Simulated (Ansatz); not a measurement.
# What SiC (model cell, started as layered BN type) distorts into, part 3 of 3

Which phase does SiC (model cell, started as layered BN type) fall into along its unstable mode, and how much energy does it gain?

Ansatz 0.2.0; DFT PBEsol, scalar-relativistic, plane waves, PAW.

So far. Step 5 (Energy along the mode, all amplitudes (two of the runs …): The lowest of the steps tried is at 0.32 Å, 322 meV/atom below the parent; the bottom of the well need not coincide with a step. Step 7 (The new phase in its own primitive cell): The largest force component left is 0.11 meV/Å and the pressure is -0.001 GPa, within the tolerances set. The cell now holds 10.34 Å³/atom. The relaxed cell has a = 3.076, c = 5.048 Å (conventional setting).

The structure was built from a prototype and need not be the compound's stable phase.

### Step 8. Modes of the new phase, k-mesh 9×9×6, occupations fixed

A relaxed structure may still be a saddle point, so its zone-centre modes are computed. The response to a homogeneous field gives the Born charges and the dielectric tensor, and its change with displacement the Raman tensors.

input.yaml

```yaml
crystal:
  lattice:
    - [3.0759512061, 0.0, 0.0]
    - [-1.5379756031, 2.6638518853, 0.0]
    - [0.0, 0.0, 5.0477030635]
  atoms:
    - { symbol: Si, position: [0.3333333333, 0.6666666667, 0.2074530027] }
    - { symbol: Si, position: [0.6666666667, 0.3333333333, 0.7074530027] }
    - { symbol: C, position: [0.6666666667, 0.3333333333, 0.3316309631] }
    - { symbol: C, position: [0.3333333333, 0.6666666667, 0.8316309631] }
kpoints:
  mp_grid: { grid: [9, 9, 6] }
hamiltonian:
  xc: pbesol
scf:
  occupations: { method: fixed }
output:
  eigenvalues: true
phonons:
  method: dfpt
  dielectric: true
  rigid_motions: translations
  raman: true
```

On the command line:

```console
> ansatz run input.yaml --threads 4 --pin off --max-ram 7168MiB --backend cpu --events-out ev --progress --plain --runs-dir out
```

Numbers of over 12 decimals in the logs are rounded to 6 here.

The log of the run:

```text
[...]
Crystal: 4 atoms, lattice volume = 41.360 Å³
Basis set: ecut = 420 eV, 785 PW (Γ), exchange–correlation on 48×48×72 points (8 copies of the dense FFT grid, shifted against one another)
Bands: 12, of which v1, the nominal top of the filled ones, is band 8 counted from 1 (7 counted from 0)
Symmetry: 12 space group operations
k-points: 140 of 486 (irreducible under 2 space group operations, time reversal used)
[...]
SCF iter   1: F=—  HF=-1737.414710 eV  |F-HF|=—  |Δ(HF+E_count)|=         —  Δρ=8.49e-3  dr2=3.63e-2  ethr=1.77e-3  ⟨swp⟩=4.3  Hψ=9676  notcnv=0  defer=275
[...]
SCF iter   7: F=-1737.404119 eV  HF=-1737.404119 eV  |F-HF|=2.27e-13  |Δ(HF+E_count)|=  6.30e-11  Δρ=3.58e-7  dr2=3.79e-11  ethr=1.00e-12  ⟨swp⟩=6.6  Hψ=8686  notcnv=0
SCF 1 converged in 7 iterations: F = -1737.404119 eV  dr2 = 3.79e-11
[...]
NSCF: frozen V_eff on 4 k-points
DFPT response loops at Γ: preconditioner auto → Resta (q_TF=auto, 2.329 Å⁻¹)  ε∞=5.3 (no band partly filled); β = 1.00, the filter's whole step (`scf.mixing.beta` (0.50) is not read by the response loops at its default; to damp them type it under 1.00, their step now; it binds the ground state too); Broyden in place of MSR1
── the response to a field inside a basis, on 14×14×8 k-points: an SCF that follows is theirs, and a resumed run solves both again ──
Bands: 9, of which v1, the nominal top of the filled ones, is band 8 counted from 1 (7 counted from 0)
k-points: 224
[...]
Eigensolver: Dense (224 Hₖ)
SCF iter   1: F=—  HF=-1737.406984 eV  |F-HF|=—  |Δ(HF+E_count)|=         —  Δρ=2.67e-4  dr2=4.71e-6  ethr=1.00e-1
[...]
SCF iter   5: F=-1737.406988 eV  HF=-1737.406988 eV  |F-HF|=6.82e-13  |Δ(HF+E_count)|=  1.79e-10  Δρ=2.02e-7  dr2=7.18e-12  ethr=5.54e-12
SCF 1 converged in 5 iterations: F = -1737.406988 eV  dr2 = 7.18e-12
[...]
SCF converged after 7 iterations
Free energy (F): -1737.404119 eV
[...]
Internal energy: -1737.404119 eV  (E = F + TS)
E sigma→0 (E₀):  -1737.404119 eV
Fermi energy:    9.571834 eV
[...]
--- Band table (eV; the first three rows and the last of 140) ---
  k-point 0: bands = [... 4 lower, 8.2494, 9.4602, 9.5718, 9.5718, 14.3055, 15.7089, 16.1677, 16.1677]
  k-point 1: bands = [... 4 lower, 8.3255, 8.7190, 9.4684, 9.4684, 14.4308, 16.2121, 16.2121, 16.2473]
  k-point 2: bands = [... 4 lower, 8.5411, 8.5411, 9.1985, 9.1985, 14.8008, 16.1426, 16.4133, 16.4133]
  k-point 139: bands = [... 4 lower, 5.4694, 5.4694, 7.2931, 7.2931, 14.3790, 14.3790, 16.6545, 16.6545]
--- Phonons (Γ-DFPT): 4 representative perturbations + reference, on 140 of 486 k-points (Σ response iterations 12) ---
  k mesh reduced under 2 symmetry operations, with k and −k counted as one. Each operation leaves every solved perturbation unchanged. A smaller set is not considered because the run solves the response to a homogeneous field
  ASR residual: 1.538e-4 → 0.000e0 eV/Å²; symmetrization residual: 2.387e-6 eV/Å²
  ASR residual per site (eV/Å²): 1.54e-4 1.54e-4 7.14e-5 7.14e-5
[...]
ε∞ (high-frequency dielectric tensor):
        7.020111    -0.000000     0.000000
       -0.000000     7.020111    -0.000000
        0.000000     0.000000     7.392669
  ε⁰ (static dielectric tensor: ions relaxed, cell fixed):
       10.275842    -0.000000     0.000000
       -0.000000    10.275842     0.000000
        0.000000     0.000000    11.453194
  ε⁰ − ε∞ (ionic part):
        3.255731    -0.000000     0.000000
       -0.000000     3.255731     0.000000
        0.000000     0.000000     4.060525
  softest optical mode at Γ: 253.20 cm⁻¹; the repairs (sum rule, projections) moved no ω² at Γ by more than (1.51 cm⁻¹)²
  Born effective charges Z* (e; rows j = field, columns β = displacement):
    site 0:
         2.68004   -0.00000   -0.00000
        -0.00000    2.68004   -0.00000
        -0.00000   -0.00000    2.88209
    site 1:
         2.68004   -0.00000    0.00000
        -0.00000    2.68004    0.00000
         0.00000    0.00000    2.88209
    site 2:
        -2.68004    0.00000   -0.00000
         0.00000   -2.68004   -0.00000
        -0.00000    0.00000   -2.88209
    site 3:
        -2.68004    0.00000    0.00000
         0.00000   -2.68004    0.00000
         0.00000   -0.00000   -2.88209
  Z* charge neutrality: 4.323e-3 e pre-enforcement
  solved inside a basis spanned on kpoints, on 14×14×8 k-points transformed towards the longest dipole: ε∞ is read to err by 3.4e-2, Z* by 2.1e-2 e (field_mesh: kpoints solves on kpoints); Z* is corrected for what the basis lacks
  Raman tensors (in the event stream and the table raman_tensors.tsv): an entry may err by 2.3e-2 Å², one of the second-order susceptibility by 6.6e-2 pm/V (basis, points and sum rule); their sum over the sites missed zero by 5.637e-5 Å² ahead of its enforcement
  optical modes at Γ without the LO–TO term, one row a degenerate level:
      ω (cm⁻¹)  modes    IR ((D/Å)²/amu)  static Raman (Å⁴/amu)  depolarisation
        253.20      2             0.0000                 0.1820           0.750
        590.56      1             0.0000                 0.0000               —
        756.51      2             0.0000                23.3720           0.750
        760.63      1            45.5569                68.3027           0.747
        789.91      2            78.7867                19.5419           0.750
        825.56      1             0.0000                 0.0000               —
  optical modes at Γ + LO–TO along q̂ = [1.0000, 0.0000, 0.0000]:
      ω (cm⁻¹)  modes    IR ((D/Å)²/amu)  static Raman (Å⁴/amu)  depolarisation
        253.20      2             0.0000                 0.1820           0.750
        590.56      1             0.0000                 0.0000               —
        756.51      2             0.0000                23.3720           0.750
        760.63      1            45.5569                68.3027           0.747
        789.91      1            39.3934                 9.7710           0.750
        825.56      1             0.0000                 0.0000               —
        955.68      1            39.3934                39.0090           0.750
  optical modes at Γ + LO–TO along q̂ = [0.0000, 1.0000, 0.0000]:
      ω (cm⁻¹)  modes    IR ((D/Å)²/amu)  static Raman (Å⁴/amu)  depolarisation
        253.20      2             0.0000                 0.1820           0.750
        590.56      1             0.0000                 0.0000               —
        756.51      2             0.0000                23.3720           0.750
        760.63      1            45.5569                68.3027           0.747
        789.91      1            39.3934                 9.7710           0.750
        825.56      1             0.0000                 0.0000               —
        955.68      1            39.3934                39.0090           0.750
  optical modes at Γ + LO–TO along q̂ = [0.0000, 0.0000, 1.0000]:
      ω (cm⁻¹)  modes    IR ((D/Å)²/amu)  static Raman (Å⁴/amu)  depolarisation
        253.20      2             0.0000                 0.1820           0.750
        590.56      1             0.0000                 0.0000               —
        756.51      2             0.0000                23.3720           0.750
        789.91      2            78.7867                19.5419           0.750
        825.56      1             0.0000                 0.0000               —
        946.75      1            45.5569               127.8483           0.716
```

Run time: 39 s. Hardware: 4 threads of AMD EPYC 9R45 (Zen 5), shared host; peak memory 1.7 GiB; 2.5 min of CPU time.

Numbers from this step:

* sum-rule residual before enforcement: 1.54e-4 eV/Å²
* miss of the charge sum rule: 0.004323 e
* estimated error of the dielectric tensor: 0.03421
* estimated error of the Born charges: 0.02052 e
* point group: 6mm
* highest optical mode at the zone centre (no LO-TO term): 825.6 cm⁻¹
* lowest optical zone-centre mode: 253.2 cm⁻¹
* mean high-frequency dielectric constant: 7.144
* largest Born charge (third of the trace): 2.747 e
* mean static dielectric constant: 10.67
* top of the zone-centre spectrum with the field: 955.7 cm⁻¹

Patterns of degenerate modes are one choice out of their space. The modes at Γ (shares of kinetic energy by element, %):

| mode | frequency (cm⁻¹) | symmetry | Si % | C % |
| --- | --- | --- | --- | --- |
| 1 | 0.0 | acoustic | 70 | 30 |
| 2 | 0.0 | acoustic | 70 | 30 |
| 3 | 0.0 | acoustic | 70 | 30 |
| 4 | 253.2 | E2 | 73 | 27 |
| 5 | 253.2 | E2 | 73 | 27 |
| 6 | 590.6 | B1 | 100 | 0 |
| 7 | 756.5 | E2 | 27 | 73 |
| 8 | 756.5 | E2 | 27 | 73 |
| 9 | 760.6 | A1 | 30 | 70 |
| 10 | 789.9 | E1 | 30 | 70 |
| 11 | 789.9 | E1 | 30 | 70 |
| 12 | 825.6 | B1 | 0 | 100 |

Displacements in mode 5 (253.2 cm⁻¹), the largest set to 1:
```
Si1  1.00  0.91  0.00
Si2 -1.00 -0.91  0.00
C3   0.92  0.84  0.00
C4  -0.92 -0.84  0.00
```

Displacements in mode 12 (825.6 cm⁻¹), the largest set to 1:
```
Si1  0.00  0.00  0.00
Si2  0.00  0.00  0.00
C3   0.00  0.00 -1.00
C4   0.00  0.00  1.00
```

Optical modes at the zone centre, without and with the macroscopic field of the longitudinal modes; each column is sorted by frequency, so a row need not hold one and the same mode. Modes with and without the field, by row:

| rank among optical modes | no field (cm⁻¹) | q along (1, 0, 0) (cm⁻¹) | q along (0, 0, 1) (cm⁻¹) |
| --- | --- | --- | --- |
| 1 | 253.2 | 253.2 | 253.2 |
| 2 | 253.2 | 253.2 | 253.2 |
| 3 | 590.6 | 590.6 | 590.6 |
| 4 | 756.5 | 756.5 | 756.5 |
| 5 | 756.5 | 756.5 | 756.5 |
| 6 | 760.6 | 760.6 | 789.9 |
| 7 | 789.9 | 789.9 | 789.9 |
| 8 | 789.9 | 825.6 | 825.6 |
| 9 | 825.6 | 955.7 | 946.8 |

Born charge (rows field, columns displacement) (e), principal values of the symmetric part by kind of site:

| atom | atoms with these values | low | middle | high | mean |
| --- | --- | --- | --- | --- | --- |
| Si1 | 2 | 2.68 | 2.68 | 2.88 | 2.75 |
| C3 | 2 | -2.88 | -2.68 | -2.68 | -2.75 |

In full for C3:

```
-2.68  0.00  0.00
 0.00 -2.68  0.00
 0.00  0.00 -2.88
```

High-frequency dielectric tensor:

```
7.02 0.00 0.00
0.00 7.02 0.00
0.00 0.00 7.39
```

Static dielectric tensor (ions relaxed, fixed cell):

```
10.28  0.00  0.00
 0.00 10.28  0.00
 0.00  0.00 11.45
```

Transverse modes. Lines of the infrared spectrum (strongest = 100):

| position (cm⁻¹) | label | relative intensity |
| --- | --- | --- |
| 253 | E2 | 0.0 |
| 591 | B1 | 0.0 |
| 756 | E2 | 0.0 |
| 761 | A1 | 58 |
| 790 | E1 | 100 |
| 826 | B1 | 0.0 |

Activity x (w_L - w)^4 (n + 1)/w, 532 nm, 300 K; modes without the macroscopic field alone. Raman lines, with heights relative to the strongest:

| position (cm⁻¹) | label | relative intensity |
| --- | --- | --- |
| 253 | E2 | 1.2 |
| 591 | B1 | 0.0 |
| 756 | E2 | 34 |
| 761 | A1 | 100 |
| 790 | E1 | 27 |
| 826 | B1 | 0.0 |

Before it was imposed, the acoustic sum rule was missed by 1.5e-4 eV/Å² and the charge sum rule by 0.0043 e. Small misses are needed for a sound result but don't prove that mesh and cutoff are converged. The lowest optical mode is real, 253 cm⁻¹.

### Step 9. Outcome

```json
{
  "unstable mode of the parent": "q = (0, 0, 0), 593i cm⁻¹",
  "depth at the lowest point sampled": "322 meV/atom",
  "largest atomic shift at that point": "0.32 Å",
  "space group reached (within 0.01 Å)": "P6_3mc",
  "energy gained over the parent (first relaxation, on the mesh of the frozen mode)": "442 meV/atom",
  "volume per atom, phase reached": "10.3 Å³",
  "gap on the k-mesh, phase reached": "2.12 eV",
  "lowest optical zone-centre mode, phase reached": "253 cm⁻¹",
  "highest optical mode at the zone centre (no LO-TO term), phase reached": "826 cm⁻¹"
}
```

In words: Along this mode the structure falls into P6_3mc, 442 meV/atom below the parent. At the parent's cell the well is 322.2 meV/atom deep on the steps tried, with its lowest point at a shift of 0.32 Å. Relaxing atoms and cell changes the gain by +120.06 meV/atom against the lowest step (energies at zero smearing). The new phase has no imaginary mode at the zone centre of its cell; other wavevectors were not checked. Of the 2 patterns followed to their end from this parent, this one reaches the lowest energy. Each path keeps the symmetry of its pattern, so a lower phase may lie along a pattern not tried. With no gap, or one that is small against the smearing, the frequencies hang on the k mesh and the smearing, most of all near Kohn anomalies. A phonon run warned that its eigensolver left some bands unconverged in a pass. The starting cell was built on a prototype and not taken from a measurement, so the phase need not exist.

[Logs are printed without paths, hosts, clocks, repeated set-up lines and the standing remarks that a program may print on its own settings, such as how far it seeks lower states.]

[Hosts, paths, dates, database ids (printed as entryN), source tags and the programs' standing remarks are cut or masked in the printed files.]
